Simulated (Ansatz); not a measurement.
# Ti (P6_3/mmc) in Ansatz: further runs

Aim: see how the results for Ti move with the level of theory and the settings. Levels: PBE, LDA. Tasks: single point, band structure.

Program: Ansatz 0.2.0. These are calculated values, not measurements. Logs are shortened: lines on timing, memory, paths and dates and some standing lists are left out, and cuts for length are marked.

**1. The structure**

It takes space group P6_3/mmc (No. 194, hexagonal). Conventional cell: a = 2.950 Å, b = 2.950 Å, c = 4.680 Å, α = 90.00°, β = 90.00°, γ = 120.00°. Around Ti (site symmetry -6m2) lie 12 Ti at 2.89 to 2.95 Å.

**2. Single point, PBE, 16.93 Å³/atom**

Contents of input.yaml:

```yaml
crystal:
  lattice:
    - [2.95, 0.0, 0.0]
    - [-1.475, 2.5547749412, 0.0]
    - [0.0, 0.0, 4.4928]
  atoms:
    - { symbol: Ti, position: [0.6666666667, 0.3333333333, 0.75] }
    - { symbol: Ti, position: [0.3333333333, 0.6666666667, 0.25] }
hamiltonian:
  xc: pbe
  pseudopotentials: { kind: paw }
kpoints:
  mp_grid: { grid: [9, 9, 5] }
scf:
  occupations: { method: fermi_dirac, width: 0.05 }
output:
  forces: true
  stress: true
  eigenvalues: true
```

Potentials or basis: Ansatz PAW.

Launch:

```console
$ ansatz run input.yaml --threads 2 --pin off --max-ram 5632MiB --backend cpu --events-out ev --progress --plain --runs-dir out
```

The program printed:

```text
Warning: RAYON_NUM_THREADS=2 ignored (pool sized by the plan → 2); use --threads N
Engine: ansatz 0.2.0, aarch64-unknown-linux-gnu
Pseudopotentials: kind: paw
Pseudopotential: Ti, paw, valence charge 12, recommended cutoff 420 eV (normal), Ti.paw.azcp
Functional definition: PBE
  parameter kappa = 0.804
  parameter beta = 0.06672455060314922
  exchange = pbe_x(kappa = kappa, mu = beta*pi^2/3)
  correlation = pbe_c(beta = beta)
Crystal: 2 atoms, lattice volume = 33.860 Å³
Basis set: ecut = 420 eV, 651 PW (Γ), exchange–correlation on 40×40×64 points (8 copies of the dense FFT grid, shifted against one another)
Bands: 16, of which v1, the nominal top of the filled ones, is band 12 counted from 1 (11 counted from 0)
Symmetry: 24 space group operations
Space group: P63/mmc (ITA 194), of the structure as read, at distance tolerance 3.2e-5 Å
k-points: 36 of 405
Non-local potential: Ti, projectors of the file, l = 0: 3, l = 1: 2, l = 2: 3, l = 3: 1
PAW form: soft (Blöchl's): semilocal exchange-correlation on the pseudo side does not see the compensation charge
PAW one-centre angular grid: Ti, 590 points (default); XC on 64 Gauss nodes
Initial density: superposition of atomic densities (neutral atoms: chi_scale 0, normalization atom), corrected by the library's trained network
Initial wavefunctions: pseudopotential atomic-orbital guess
Functional: x = pbe(κ = 0.804, μ = 0.2195149727645171), c = pbe(β = 0.06672455060314922)
SCF iter   1: F=—  HF=-4999.323976 eV  |F-HF|=—  |Δ(HF+E_count)|=         —  Δρ=6.13e-3  dr2=7.16e-3  ethr=1.77e-3  ⟨swp⟩=4.2  Hψ=2388  notcnv=0
preconditioner: auto → none  [insulator: Δε(μ)=0.114 eV  Ē_g=2.910 eV  σ=0.050 eV  W_gap=0.51  n_scr=8 (ndim 8)  ℏωp=18.0 eV  f_vac=0.000  D(μ)=1.67/eV (n_scr^D=22)  ε∞_Penn≈39.5]
SCF iter   2: F=—  HF=-4999.321895 eV  |F-HF|=—  |Δ(HF+E_count)|=   2.08e-3  Δρ=2.11e-3  dr2=4.66e-4  ethr=2.98e-5  ⟨swp⟩=2.8  Hψ=1171  notcnv=0
SCF iter   3: F=—  HF=-4999.322088 eV  |F-HF|=—  |Δ(HF+E_count)|=   1.93e-4  Δρ=6.43e-4  dr2=4.09e-5  ethr=1.94e-6  ⟨swp⟩=3.0  Hψ=1027  notcnv=0
SCF iter   4: F=—  HF=-4999.322084 eV  |F-HF|=—  |Δ(HF+E_count)|=   4.05e-6  Δρ=1.20e-4  dr2=1.72e-6  ethr=1.70e-7  ⟨swp⟩=2.2  Hψ=751  notcnv=0
iter 5 did not close the SCF: its close was put off for the readings that it lacked (scf_convergence_deferred on its scf_iter line)
SCF iter   5: F=-4999.322085 eV  HF=-4999.322085 eV  |F-HF|=3.58e-9  |Δ(HF+E_count)|=   8.84e-7  Δρ=8.43e-6  dr2=8.45e-9  ethr=7.19e-9  ⟨swp⟩=3.0  Hψ=1052  notcnv=0
SCF iter   6: F=-4999.322085 eV  HF=-4999.322085 eV  |F-HF|=8.19e-11  |Δ(HF+E_count)|=   4.95e-9  Δρ=7.06e-7  dr2=1.10e-10  ethr=3.52e-11  ⟨swp⟩=2.0  Hψ=1654  notcnv=0
SCF 1 converged in 6 iterations: F = -4999.322085 eV  dr2 = 1.10e-10
SCF converged after 6 iterations
Free energy (F): -4999.322085 eV
Harris-Foulkes:  -4999.322085 eV  (|F-HF|=8.19e-11)
Internal energy: -4999.306667 eV  (E = F + TS)
E sigma→0 (E₀):  -4999.314376 eV
Entropy (-TS):   -0.015419 eV (-7.709 meV/atom)
Fermi energy:    13.820193 eV
--- Per-component energies (eV) ---
  E_band       = -304.834496
  E_kinetic    = 546.126816
  E_local      = -1599.647834  (includes V_loc(G=0)·N_el)
  E_nonlocal   = 16.178430
  E_hartree    = 659.531243
  E_xc         = -195.404683
  E_vxc        = -244.512066  (∫ρ·V_xc dr)
  E_paw        = -2095.335246  (= ΣΔE_a)
  E_vpaw       = -342.043085  (= ΣTr[D̂ρ^β])
  E_aug_tail   = 0.000243  (compensation charges beyond the density's cutoff)
  E_ewald      = -2330.755635
  E_smearing   = -0.015419  (= −TS)
  E_closure    = 0.000000  (closes the sum)
  Σ components = -4999.322085   (vs F -4999.322085, Δ=0.00e0)
--- Forces (eV/Å), atoms counted from 1 ---
  atom   1  Ti    -0.00000000     0.00000000     0.00000000
  atom   2  Ti    -0.00000000    -0.00000000    -0.00000000
  max |Σ_I F_I| component: 7.40e-17 eV/Å
--- Stress (GPa, compression-positive) ---
        1.653325      -0.000000       0.000000
        0.000000       1.653325       0.000000
        0.000000       0.000000       6.571401
  P = ⅓ Tr σ = 3.2927 GPa (32.927 kbar)
--- Band table (eV; the first three rows and the last of 36) ---
  k-point 0: bands = ["-42.9969", "-42.8209", "-19.6671", "-18.9652", "-18.9652", "-18.8364", "-18.8319", "-18.8319", "7.5531", "11.0536", "14.5270", "14.5270", "14.9479", "15.0064", "15.1178", "15.1178"]
  k-point 1: bands = ["-42.9803", "-42.8379", "-19.5911", "-18.9525", "-18.9525", "-18.9193", "-18.8447", "-18.8447", "7.9139", "10.9155", "14.3451", "14.3451", "14.4143", "14.7407", "14.8950", "14.8950"]
  k-point 2: bands = ["-42.9367", "-42.8823", "-19.3890", "-19.1326", "-18.9193", "-18.9193", "-18.8781", "-18.8781", "8.9006", "10.1496", "13.9385", "14.2567", "14.2827", "14.2827", "14.5063", "14.5063"]
  k-point 35: bands = ["-42.8316", "-42.8316", "-19.4442", "-19.4442", "-19.2548", "-19.1644", "-18.9468", "-18.9468", "12.3794", "12.5030", "12.6247", "12.6247", "13.6339", "13.6339", "15.4102", "15.8570"]
```

Run time: 0.68 s. Hardware: 2 threads of Arm Neoverse V1, shared host; peak memory 0.29 GiB.

What came out:

```
Free energy            : -4999.3221 eV
Pressure               : 3.3 GPa
Band gap on the k mesh : none (metal or under the smearing width)
```

**3. Single point, PBE, 17.28 Å³/atom**

Changes to input.yaml since step 2:

```diff
@@ -4,3 +4,3 @@
     - [-1.475, 2.5547749412, 0.0]
-    - [0.0, 0.0, 4.4928]
+    - [0.0, 0.0, 4.5864]
   atoms:
```

Potentials or basis: Ansatz PAW.

Launch:

```console
$ ansatz run input.yaml --threads 2 --pin off --max-ram 5632MiB --backend cpu --events-out ev --progress --plain --runs-dir out
```

Wall time 0.68 s (2 threads of Arm Neoverse V1, shared host); peak memory 0.29 GiB.

It converged, with:

```
Free energy            : -4999.3411 eV
Pressure               : 0.7 GPa
Band gap on the k mesh : none (metal or under the smearing width)
```

**4. Band structure, LDA**

Contents of input.yaml:

```yaml
crystal:
  lattice:
    - [2.95, 0.0, 0.0]
    - [-1.475, 2.5547749412, 0.0]
    - [0.0, 0.0, 4.68]
  atoms:
    - { symbol: Ti, position: [0.6666666667, 0.3333333333, 0.75] }
    - { symbol: Ti, position: [0.3333333333, 0.6666666667, 0.25] }
hamiltonian:
  xc: lda
  pseudopotentials: { kind: paw }
kpoints:
  mp_grid: { grid: [6, 6, 3] }
  band_path:
    path:
      - [[0.0, 0.0, 0.0], [0.5, 0.0, 0.0], [0.3333333333, 0.3333333333, 0.0], [0.0, 0.0, 0.0], [0.0, 0.0, 0.5], [0.5, 0.0, 0.5], [0.3333333333, 0.3333333333, 0.5], [0.0, 0.0, 0.5]]
      - [[0.5, 0.0, 0.5], [0.5, 0.0, 0.0]]
      - [[0.3333333333, 0.3333333333, 0.0], [0.3333333333, 0.3333333333, 0.5]]
    npoints: 14
scf:
  occupations: { method: fermi_dirac, width: 0.05 }
  n_extra_bands: 6
output:
  forces: true
  stress: true
  eigenvalues: true
  fatbands: true
```

Launch:

```console
$ ansatz run input.yaml --threads 2 --pin off --max-ram 5632MiB --backend cpu --events-out ev --progress --plain --runs-dir out
```

Wall time 1.4 s (2 threads of Arm Neoverse V1, shared host); peak memory 0.28 GiB.

The run converged. Its results:

| Item | Value |
| --- | --- |
| Free energy | -4900.4847 eV |
| Pressure | -9.3 GPa |
| Band gap on the k mesh | none (metal or under the smearing width) |

Stress tensor (GPa, compression positive):
```
-9.16  0.00  0.00
 0.00 -9.16  0.00
 0.00  0.00 -9.52
```

Levels at the corners of the path, in eV from the Fermi level:
```
point  band 9  band 10  band 11  band 12  band 13  band 14  band 15  band 16
    Γ   -6.11    -2.67     0.71     0.71     0.79     0.82     1.20     1.20
    M   -2.32    -2.14    -1.84    -0.59     0.42     0.57     1.11     3.25
    K   -1.68    -1.37    -1.37    -1.27     0.18     0.18     1.42     2.97
    Γ   -6.11    -2.67     0.71     0.71     0.79     0.82     1.20     1.20
    A   -4.28    -4.28     0.05     0.05     0.62     0.62     0.62     0.62
    L   -2.52    -2.52    -0.83    -0.83     1.32     1.32     1.65     1.65
    H   -1.23    -1.23    -1.10    -1.10    -0.22    -0.22     1.59     1.59
    A   -4.28    -4.28     0.05     0.05     0.62     0.62     0.62     0.62
    L   -2.52    -2.52    -0.83    -0.83     1.32     1.32     1.65     1.65
    M   -2.32    -2.14    -1.84    -0.59     0.42     0.57     1.11     3.25
    K   -1.68    -1.37    -1.37    -1.27     0.18     0.18     1.42     2.97
    H   -1.23    -1.23    -1.10    -1.10    -0.22    -0.22     1.59     1.59
```

Caveat: the k mesh is coarse (spacing up to 0.45 Å⁻¹), so the values aren't converged; the PAW data sets come from PBE, with cores solved anew for the run's functional, which leaves a small shift of forces and pressure.
